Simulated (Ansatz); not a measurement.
Relaxed ZrO₂ (fluorite):

```
CELL_PARAMETERS angstrom
      0.00000     5.08914     5.08914
      2.54457     2.54457     5.08914
      2.54457     2.54457     0.00000
ATOMIC_POSITIONS crystal
  Zr 0.00000 0.00000 0.00000
  Zr 0.50000 0.00000 0.00000
  O  0.00000 0.25000 0.25000
  O  0.50000 0.25000 0.25000
  O  0.00000 0.75000 0.75000
  O  0.50000 0.75000 0.75000
```

The atoms are displaced by Q × the pattern below (from a DFPT mode at X = (0.5, 0.5, 0.0), largest move 1; Q in Å), at fixed cell. (q is in reciprocal vectors of the primitive cell; the cell shown is doubled to hold the pattern.)

```json
[
 {"atom": "O3", "x": "0.000", "y": "0.000", "z": "1.000"},
 {"atom": "O4", "x": "0.000", "y": "0.000", "z": "-1.000"},
 {"atom": "O5", "x": "0.000", "y": "0.000", "z": "1.000"},
 {"atom": "O6", "x": "0.000", "y": "0.000", "z": "-1.000"}
]
```

Atoms not listed stay in place.

Computed with r2SCAN (plane waves to 500 eV, PAW, scalar-relativistic; Ansatz, a quantum-chemistry and plane-wave program). k mesh 11×11×11 (Γ-centred), Fermi-Dirac smearing 0.05 eV. The PAW data are Ansatz's earlier set. This is a high-temperature form of ZrO2. ZrO2 is run without spin polarisation. ZrO2 was relaxed with its symmetry unable to fall.

At one point of the scan the forces (eV/Å) are:

```json
[
 {"atom": "Zr1", "Fx": "0.000", "Fy": "0.000", "Fz": "0.000"},
 {"atom": "Zr2", "Fx": "0.000", "Fy": "0.000", "Fz": "0.000"},
 {"atom": "O3", "Fx": "0.000", "Fy": "0.000", "Fz": "-0.028"},
 {"atom": "O4", "Fx": "0.000", "Fy": "0.000", "Fz": "0.028"},
 {"atom": "O5", "Fx": "0.000", "Fy": "0.000", "Fz": "-0.028"},
 {"atom": "O6", "Fx": "0.000", "Fy": "0.000", "Fz": "0.028"}
]
```

**Question.** Which point is it?
A. Q = -0.073 Å
B. Q = -0.220 Å
C. Q = 0.440 Å
D. Q = 0.367 Å

**Answer.** B, Q = -0.220 Å

(A displaced cell: forces are minus the slopes of the energy, force constants its curvatures, and phonons follow from these.)
